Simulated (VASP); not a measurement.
# In (R-3m) in VASP: notebook

One crystal, In, is run at these levels: PBE, PBEsol; tasks: single point.

All numbers are computed with VASP 6.6.1; they aren't measurements. Logs are shortened: lines on timing, memory, paths and dates and some standing lists are left out, and cuts for length are marked.

## 1. The crystal as given

Symmetry: R-3m, No. 166, trigonal system. The conventional cell has a = 3.339 Å, b = 3.339 Å, c = 24.622 Å, α = 90.00°, β = 90.00°, γ = 120.00°. In (site symmetry -3m) has 12 In at 3.34 to 3.35 Å as nearest neighbours. In (site symmetry 3m) is surrounded by 12 In at 3.34 to 3.35 Å.

This isn't the form of In at room conditions, which is tetragonal.

## 2. Single point, PBE

INCAR

```
  ALGO = Normal
  EDIFF = 1E-7
  ENCUT = 520
  GGA = PE
  ISIF = 2
  ISMEAR = 0
  LASPH = True
  LCHARG = True
  LELF = True
  LREAL = False
  LVHAR = True
  LWAVE = False
  NBANDS = 26
  NELM = 100
  PREC = Accurate
  SIGMA = 0.1
```

KPOINTS

```
k-points
0
Gamma
  6 6 6
```

POSCAR

```
In
1.0
    1.6696368166      0.9639652655      8.2074632500
   -1.6696368166      0.9639652655      8.2074632500
    0.0000000000     -1.9279305310      8.2074632500
In
3
Direct
    0.0000000000      0.0000000000      0.0000000000
    0.7780122400      0.7780122400      0.7780122400
    0.2219877600      0.2219877600      0.2219877600
```

Potentials or basis: VASP PAW PBE potentials, release 64 (In_d).

Launch:

```bash
$ cat potpaw_PBE.64/In_d/POTCAR > POTCAR
$ mpirun -np 1 vasp_std > vasp.out
```

OUTCAR:

```text
EDIFF = 1E-7
   ENCUT = 520
   GGA = PE
   ISIF = 2
   ISMEAR = 0
   LASPH = True
   LREAL = False
   NELM = 100
   PREC = Accurate

 ion  position               nearest neighbor table
   1  0.000  0.000  0.000-   2 3.35   3 3.35   2 3.35   2 3.35   3 3.35   3 3.35
   2  0.778  0.778  0.778-   3 3.34   3 3.34   3 3.34   1 3.35   1 3.35   1 3.35
   3  0.222  0.222  0.222-   2 3.34   2 3.34   2 3.34   1 3.35   1 3.35   1 3.35

  LATTYP: Found a trigonal (rhomboedric) cell.
 ALAT       =     8.4308581492
 COS(alpha) =     0.9215612875

  Lattice vectors:

 A1 = (   1.6696368166,   0.9639652655,   8.2074632500)
 A2 = (  -1.6696368166,   0.9639652655,   8.2074632500)
 A3 = (   0.0000000000,  -1.9279305310,   8.2074632500)

Analysis of symmetry for initial positions (statically):
=====================================================================
 Subroutine PRICEL returns:
 Original cell was already a primitive cell.

 Routine SETGRP: Setting up the symmetry group for a
 trigonal (rhombohedral) supercell.

 Subroutine GETGRP returns: Found 12 space group operations
 (whereof 12 operations were pure point group operations)
 out of a pool of 12 trial point group operations.

The static configuration has the point symmetry D_3d.

Analysis of symmetry for dynamics (positions and initial velocities):
=====================================================================
 Subroutine PRICEL returns:
 Original cell was already a primitive cell.

 Routine SETGRP: Setting up the symmetry group for a
 trigonal (rhombohedral) supercell.

 Subroutine GETGRP returns: Found 12 space group operations
 (whereof 12 operations were pure point group operations)
 out of a pool of 12 trial point group operations.

The dynamic configuration has the point symmetry D_3d.

 Subroutine INISYM returns: Found 12 space group operations
 (whereof 12 operations are pure point group operations),
 and found     1 'primitive' translations

----------------------------------------------------------------------------------------

                                     Primitive cell

  volume of cell :      79.2581

  direct lattice vectors                    reciprocal lattice vectors
     1.669636817  0.963965265  8.207463250     0.299466324  0.172896963  0.040613442
    -1.669636817  0.963965265  8.207463250    -0.299466324  0.172896963  0.040613442
     0.000000000 -1.927930531  8.207463250     0.000000000 -0.345793926  0.040613442

  length of vectors
     8.430858149  8.430858149  8.430858149     0.348170778  0.348170778  0.348170778

  position of ions in fractional coordinates (direct lattice)
     0.000000000  0.000000000  0.000000000
     0.778012240  0.778012240  0.778012240
     0.221987760  0.221987760  0.221987760

  ion indices of the primitive-cell ions
   primitive index   ion index
                 1           1
                 2           2
                 3           3

----------------------------------------------------------------------------------------

 KPOINTS: k-points

Automatic generation of k-mesh.
 Grid dimensions read from file:
 generate k-points for:    6    6    6

 Generating k-lattice:

  Cartesian coordinates                     Fractional coordinates (reciprocal lattice)
     0.049911054  0.028816160  0.006768907     0.166666667 -0.000000000 -0.000000000
    -0.049911054  0.028816160  0.006768907    -0.000000000  0.166666667 -0.000000000
     0.000000000 -0.057632321  0.006768907    -0.000000000 -0.000000000  0.166666667

  Length of vectors
     0.058028463  0.058028463  0.058028463

  Shift w.r.t. Gamma in fractional coordinates (k-lattice)
     0.000000000  0.000000000  0.000000000

 Subroutine IBZKPT returns following result:
 ===========================================

 Found     32 irreducible k-points:

 Following reciprocal coordinates:
            Coordinates               Weight
  0.000000  0.000000  0.000000      1.000000
  0.166667 -0.000000  0.000000      6.000000
  0.333333 -0.000000  0.000000      6.000000
  0.500000  0.000000  0.000000      3.000000
  0.166667  0.166667  0.000000      6.000000
  0.333333  0.166667  0.000000     12.000000
[... 16 lines left out ...]
  0.500000  0.500000  0.166667      6.000000
 -0.333333  0.500000  0.166667     12.000000
 [... further k-points ...]
   k-points           NKPTS =     32   k-points in BZ     NKDIM =     32   number of bands    NBANDS=     26
   number of dos      NEDOS =    301   number of ions     NIONS =      3
   total plane-waves  NPLWV = 262144
   dimension x,y,z NGX =    64 NGY =   64 NGZ =   64
   dimension x,y,z NGXF=   128 NGYF=  128 NGZF=  128
   ions per type =               3
   NGX,Y,Z   is equivalent  to a cutoff of  12.62, 12.62, 12.62 a.u.
   NGXF,Y,Z  is equivalent  to a cutoff of  25.24, 25.24, 25.24 a.u.
 SYSTEM =  unknown system
   PREC   = accura    normal or accurate (medium, high low for compatibility)
   ISTART =      0    job   : 0-new  1-cont  2-samecut
   ICHARG =      2    charge: 1-file 2-atom 10-const
   ISPIN  =      1    spin polarized calculation?
   LNONCOLLINEAR =      F non collinear calculations
   LSORBIT =      F    spin-orbit coupling
   LASPH  =      T    aspherical Exc in radial PAW
   ENCUT  =  520.0 eV  38.22 Ry    6.18 a.u.  15.68 15.68 15.68*2*pi/ulx,y,z
   NELM   =    100;   NELMIN=  2; NELMDL= -5     # of ELM steps
   EDIFF  = 0.1E-06   stopping-criterion for ELM
   LREAL  =      F    real-space projection
   EDIFFG = 0.1E-05   stopping-criterion for IOM
   NSW    =      0    number of steps for IOM
   IBRION =     -1    ionic relax: 0-MD 1-quasi-New 2-CG
   NFREE  =      0    steps in history (QN), initial steepest desc. (CG)
   ISIF   =      2    stress and relaxation
   ISYM   =      2    0-nonsym 1-usesym 2-fastsym
   POTIM  = 0.5000    time-step for ionic-motion
   TEBEG  =    0.0;   TEEND  =   0.0 temperature during run
   PSTRESS=    0.0 pullay stress
   NELECT =      39.0000    total number of electrons
   NUPDOWN=      -1.0000    fix difference up-down
   EMIN   =  10.00;   EMAX   =-10.00  energy-range for DOS
   EFERMI =   0.00;   METHOD = LEGACY
   ISMEAR =     0;   SIGMA  =   0.10  broadening in eV -4-tet -1-fermi 0-gaus
   EFERMI_NEDOS =   21; number of points for ismear=-14 and -15
   IALGO  =     38    algorithm
   IMIX   =      4    mixing-type and parameters
     AMIX     =   0.40;   BMIX     =  1.00
     AMIX_MAG =   1.60;   BMIX_MAG =  1.00
  volume/ion in A,a.u.               =      26.42       178.29
  Fermi-wavevector in a.u.,A,eV,Ry     =   1.292454  2.442384 22.727687  1.670438
  Thomas-Fermi vector in A             =   2.424161
   LORBIT       =      0    0 simple, 1 ext, 2 COOP (PROOUT), +10 PAW based schemes
   GGA     = PE    functional components
   LHFCALC =     F    Hartree Fock is set to
   AEXX    =    0.0000 exact exchange contribution
   IVDW    =     0    specifies the selected vdW correction
   LEPSILON=     F    determine dielectric tensor
   LRPA    =     F    only Hartree local field effects (RPA)
 non-spin polarized calculation
 Gauss-broadening in eV      SIGMA  =   0.10
  energy-cutoff  :      520.00
  volume of cell :       79.26
 maximum number of plane-waves:      2154
   NGX = 31   NGY = 31   NGZ = 31

 number of electron      38.9999997 magnetization

 Free energy of the ion-electron system (eV)
  ---------------------------------------------------
  ext. energy  EPLUGINS =         0.00000000
  ---------------------------------------------------
  free energy    TOTEN  =        -7.73514698 eV

  energy without entropy =       -7.72891586  energy(sigma->0) =       -7.73203142

 E-fermi :   7.3261     XC(G=0): -10.2087

 val. band max:        7.2605926501   @ k =  -0.3333   0.3333   0.0000
 cond. band min:       7.3321935421   @ k =   0.5000   0.5000   0.1667
 fundamental gap:      0.0716008920
 Fermi energy:         7.3260544565

 k-point     1 :       0.0000    0.0000    0.0000
  band No.  band energies     occupation
      1      -7.2623      2.00000
      2      -7.2620      2.00000
      3      -7.2231      2.00000
      4      -7.2048      2.00000
      5      -7.2048      2.00000
      6      -7.1852      2.00000
[... 18 lines left out ...]
     25      17.6750      0.00000
     26      17.6836      0.00000

 k-point     2 :       0.1667   -0.0000    0.0000
  band No.  band energies     occupation
      1      -7.2788      2.00000
      2      -7.2596      2.00000
      3      -7.2127      2.00000
      4      -7.1930      2.00000
      5      -7.1734      2.00000
      6      -7.1579      2.00000
[... 18 lines left out ...]
     25      15.1156      0.00000
     26      16.4191      0.00000

 k-point     3 :       0.3333   -0.0000    0.0000
  band No.  band energies     occupation
      1      -7.3479      2.00000
      2      -7.3212      2.00000
      3      -7.2588      2.00000
      4      -7.2205      2.00000
      5      -7.2103      2.00000
      6      -7.1834      2.00000
[... 18 lines left out ...]
     25      12.9420      0.00000
     26      14.2569      0.00000

 k-point     4 :       0.5000    0.0000    0.0000
  band No.  band energies     occupation
      1      -7.3694      2.00000
      2      -7.3589      2.00000
      3      -7.3129      2.00000
      4      -7.2712      2.00000
      5      -7.2386      2.00000
      6      -7.2045      2.00000
[... 18 lines left out ...]
     25      12.1743      0.00000
     26      13.1720      0.00000

 k-point     5 :       0.1667    0.1667    0.0000
  band No.  band energies     occupation
      1      -7.2832      2.00000
      2      -7.2480      2.00000
      3      -7.2068      2.00000
      4      -7.2029      2.00000
      5      -7.1854      2.00000
      6      -7.1603      2.00000
[... 18 lines left out ...]
     25      15.5231      0.00000
     26      16.5412      0.00000

 k-point     6 :       0.3333    0.1667    0.0000
  band No.  band energies     occupation
      1      -7.2781      2.00000
      2      -7.2671      2.00000
      3      -7.2416      2.00000
      4      -7.2069      2.00000
      5      -7.1771      2.00000
      6      -7.1712      2.00000
[... 427 lines left out ...]
 k-point    21 :      -0.3333    0.3333    0.1667
  band No.  band energies     occupation
      1      -7.3142      2.00000
      2      -7.2993      2.00000
      3      -7.2518      2.00000
      4      -7.2402      2.00000
      5      -7.2110      2.00000
      6      -7.1727      2.00000
[... 18 lines left out ...]
     25      12.2763      0.00000
     26      13.7467      0.00000

 k-point    22 :      -0.1667    0.3333    0.1667
  band No.  band energies     occupation
      1      -7.3272      2.00000
      2      -7.2985      2.00000
      3      -7.2544      2.00000
      4      -7.2115      2.00000
      5      -7.1904      2.00000
      6      -7.1816      2.00000
[... 18 lines left out ...]
     25      11.5540      0.00000
     26      12.1170      0.00000

 k-point    23 :       0.5000    0.5000    0.1667
  band No.  band energies     occupation
      1      -7.3643      2.00000
      2      -7.2871      2.00000
      3      -7.2690      2.00000
      4      -7.2389      2.00000
      5      -7.2080      2.00000
      6      -7.1413      2.00000
[... 18 lines left out ...]
     25      13.9544      0.00000
     26      14.4339      0.00000

 k-point    24 :      -0.3333    0.5000    0.1667
  band No.  band energies     occupation
      1      -7.3197      2.00000
      2      -7.2996      2.00000
      3      -7.2501      2.00000
      4      -7.2287      2.00000
      5      -7.1959      2.00000
      6      -7.1625      2.00000
[... 18 lines left out ...]
     25      11.4196      0.00000
     26      12.9735      0.00000

 [... further k-points ...]

------------------------ aborting loop because EDIFF is reached ----------------------------------------

  FORCE on cell =-STRESS in cart. coord.  units (eV):
  Direction    XX          YY          ZZ          XY          YZ          ZX
  --------------------------------------------------------------------------------------
  -------------------------------------------------------------------------------------
  Total        0.9208122      0.9208122      0.2267832     -0.0000000     -0.0000000      0.0000000
  in kB       18.6139297     18.6139297      4.5843504     -0.0000000     -0.0000000      0.0000000
  external PRESSURE =      13.9374033 kB  Pullay stress =       0.0000000 kB

 VOLUME and BASIS-vectors are now :
 -----------------------------------------------------------------------------
  energy-cutoff  :      520.00
  volume of cell :       79.26
      direct lattice vectors                 reciprocal lattice vectors
     1.669636817  0.963965265  8.207463250     0.299466324  0.172896963  0.040613442
    -1.669636817  0.963965265  8.207463250    -0.299466324  0.172896963  0.040613442
     0.000000000 -1.927930531  8.207463250     0.000000000 -0.345793926  0.040613442

 POSITION                                       TOTAL-FORCE (eV/Angst)
 -----------------------------------------------------------------------------------
      0.00000      0.00000      0.00000         0.000000      0.000000      0.000000
      0.00000      0.00000     19.15652         0.000000      0.000000      0.012764
      0.00000      0.00000      5.46587         0.000000     -0.000000     -0.012764
 -----------------------------------------------------------------------------------
    total drift:                                0.000000      0.000000     -0.000000

  FREE ENERGIE OF THE ION-ELECTRON SYSTEM (eV)
  ---------------------------------------------------
  free  energy   TOTEN  =        -7.7351469811 eV

  energy  without entropy=       -7.7289158610  energy(sigma->0) =       -7.73203142
```

It took 2.7 min on 1 thread of Intel Xeon Platinum 8488C (Sapphire Rapids), shared host; peak memory 0.51 GiB.

Results:

```
Free energy            : -7.7351 eV
Pressure               : 1.4 GPa
Largest force          : 0.013 eV/Å
Band gap on the k mesh : none (metal or under the smearing width)
```

Forces in eV/Å, atoms in the order of the input:
```
In   0.000  0.000  0.000
In   0.000  0.000  0.013
In   0.000  0.000 -0.013
```

Levels at points of the mesh, in eV from the Fermi level:
```tsv
k point	band 17	band 18	band 19	band 20	band 21	band 22
(0.00, 0.00, 0.00)	-6.95	-6.93	0.58	0.60	8.84	8.84
(0.50, 0.00, 0.00)	-4.07	-2.91	-2.64	-1.05	-0.95	3.38
(0.50, 0.50, 0.00)	-4.14	-3.38	-2.94	-0.31	-0.21	1.99
(0.50, 0.50, 0.50)	-8.78	-4.27	-3.27	5.86	5.91	8.42
```

Caveat: the k mesh is coarse (spacing up to 0.36 Å⁻¹), so the values aren't converged.

## 3. Single point, PBEsol

INCAR

```
SYSTEM = In
PREC = Accurate
ENCUT = 520
EDIFF = 1E-7
ISMEAR = -1
SIGMA = 0.039
LREAL = .FALSE.
LASPH = .TRUE.
NELM = 100
ALGO = Fast
ISIF = 2
LWAVE = .FALSE.
LCHARG = .FALSE.
GGA = PS
NBANDS = 26
```

KPOINTS

```
Automatic mesh
0
G
  6 6 6
  0 0 0
```

POSCAR is that of step 2.

Potentials or basis: VASP PAW PBE potentials, release 64 (In_d).

Launch:

```bash
$ cat potpaw_PBE.64/In_d/POTCAR > POTCAR
$ mpirun -np 1 vasp_std > vasp.out
```

It took 6.8 min on 1 thread of Intel Xeon Platinum 8488C (Sapphire Rapids), shared host; peak memory 0.49 GiB.

It converged, with:

```
Free energy            : -9.0127 eV
Pressure               : -1.5 GPa
Largest force          : 0.015 eV/Å
Band gap on the k mesh : none (metal or under the smearing width)
```

Forces on the atoms (eV/Å):
```
In   0.000  0.000  0.000
In   0.000  0.000  0.015
In   0.000  0.000 -0.015
```

Stress tensor (GPa, compression positive):
```
-1.03  0.00  0.00
 0.00 -1.03  0.00
 0.00  0.00 -2.46
```

Levels at points of the mesh, in eV from the Fermi level:
```csv
k point,band 17,band 18,band 19,band 20,band 21,band 22
"(0.00, 0.00, 0.00)",-6.95,-6.93,0.58,0.60,8.83,8.83
"(0.50, 0.00, 0.00)",-4.08,-2.91,-2.64,-1.05,-0.96,3.38
"(0.50, 0.50, 0.00)",-4.15,-3.39,-2.94,-0.31,-0.21,1.99
"(0.50, 0.50, 0.50)",-8.78,-4.27,-3.27,5.86,5.91,8.42
```

Caveat: the k mesh is coarse (spacing up to 0.36 Å⁻¹), so the values aren't converged; the PAW data sets were made with another functional, which shifts forces and pressure a little.
